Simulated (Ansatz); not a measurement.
The system is Ni.

```xyz
1
Lattice="-1.3837 1.3837 1.3837 1.3837 -1.3837 1.3837 1.3837 1.3837 -1.3837" Properties=species:S:1:pos:R:3 pbc="T T T"
Ni    0.0000    0.0000    0.0000
```

This isn't the form of Ni at room conditions, which is fcc.

Alike in all runs: program Ansatz 0.2.0; functional PBE; potentials or basis Ansatz PAW; cutoff 420 eV (not typed: the program's choice for these potentials); k mesh 11 × 11 × 11; occupations fermi-dirac, width 0.05 eV.

Q: Only the start or the spin constraint differs. Which run ends lowest in energy?
A. collinear spin, ferromagnetic start of up to 1 μB; fixed moment 1
B. collinear spin, ferromagnetic start of up to 0.8 μB; fixed moment 0.8
C. collinear spin, ferromagnetic start of up to 0.2 μB; fixed moment 0.2
D. collinear spin, ferromagnetic start of up to 1.2 μB; fixed moment 1.2
E. collinear spin, program default start; fixed moment 0
F. collinear spin, ferromagnetic start of up to 0.5 μB; fixed moment 0.5

A: F.

| start | free energy over the lowest (meV/atom) | net moment (μB) | site or absolute moments (μB) | gap |
| --- | --- | --- | --- | --- |
| collinear spin, ferromagnetic start of up to 1.2 μB; fixed moment 1.2 | 283.8 | 1.20 | Ni +1.16 | - |
| collinear spin, ferromagnetic start of up to 1 μB; fixed moment 1 | 125.8 | 1.00 | Ni +1.00 | - |
| collinear spin, ferromagnetic start of up to 0.5 μB; fixed moment 0.5 | 0.0 | 0.50 | Ni +0.53 | - |
| collinear spin, program default start; fixed moment 0 | 18.3 | 0.00 | - | - |
| collinear spin, ferromagnetic start of up to 0.2 μB; fixed moment 0.2 | 14.0 | 0.20 | Ni +0.21 | - |
| collinear spin, ferromagnetic start of up to 2 μB; fixed moment 2 | 1804.8 | 2.00 | Ni +1.78 | - |
| collinear spin, ferromagnetic start of up to 0.8 μB; fixed moment 0.8 | 43.6 | 0.80 | Ni +0.82 | - |
| collinear spin, ferromagnetic start of up to 1.5 μB; fixed moment 1.5 | 639.1 | 1.50 | Ni +1.40 | - |

All polarised runs hold their moment fixed, so the table maps the energy against it. A still lower state may exist.

Caveats: the total moment is fixed, so each spin has its own Fermi level.
